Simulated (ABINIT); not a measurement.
The system is Ta.

```
CELL_PARAMETERS angstrom
2.90037 0.00000 0.00000
-1.45019 2.51180 0.00000
0.00000 0.00000 5.16627
ATOMIC_POSITIONS crystal
Ta 0.33333 0.66667 0.25000
Ta 0.66667 0.33333 0.75000
```

This isn't the form of Ta at room conditions, which is bcc.

```yaml
Program: ABINIT 10.8.3 (patched build)
Task: relaxation of cell and atoms
Functional: PBE
Dispersion: D4
Potentials_or_basis: JTH PAW PBE v2.0
Cutoff: 517 eV
k_mesh: 11 × 11 × 5
Occupations: fermi-dirac, width 0.05 eV
Spin: no spin polarisation
```

At the start: pressure -3.5 GPa; volume 18.82 Å³/atom.

Problem. Where does the relaxation end?

Solution. Over 5 steps the energy falls by 3.3 meV/atom and the volume is 18.48 Å³/atom (-1.8 %); space group P6_3/mmc (No. 194, to 0.05 Å).

Step by step:
| step | energy change (eV) | largest force (eV/Å) | pressure (GPa) | volume (Å³) |
| --- | --- | --- | --- | --- |
| 1 | 0.0000 | 0.0000 | -3.55 | 37.64 |
| 2 | -0.0053 | 0.0000 | -1.87 | 37.30 |
| 3 | -0.0078 | 0.0000 | 0.06 | 36.94 |
| 4 | -0.0076 | 0.0000 | 0.01 | 36.95 |
| 5 | -0.0067 | 0.0000 | -0.03 | 36.96 |

Final structure:
```yaml
crystal:
  lattice:
    - [2.88072, 0.00000, 0.00000]
    - [-1.44036, 2.49477, 0.00000]
    - [0.00000, 0.00000, 5.14249]
  atoms:
    - { symbol: Ta, position: [0.33333, 0.66667, 0.25000] }
    - { symbol: Ta, position: [0.66667, 0.33333, 0.75000] }
```

Caveat: the log and the count of SCF iterations are those of the last ABINIT call alone; pairwise dispersion overbinds metals, which lowers pressure and volume.
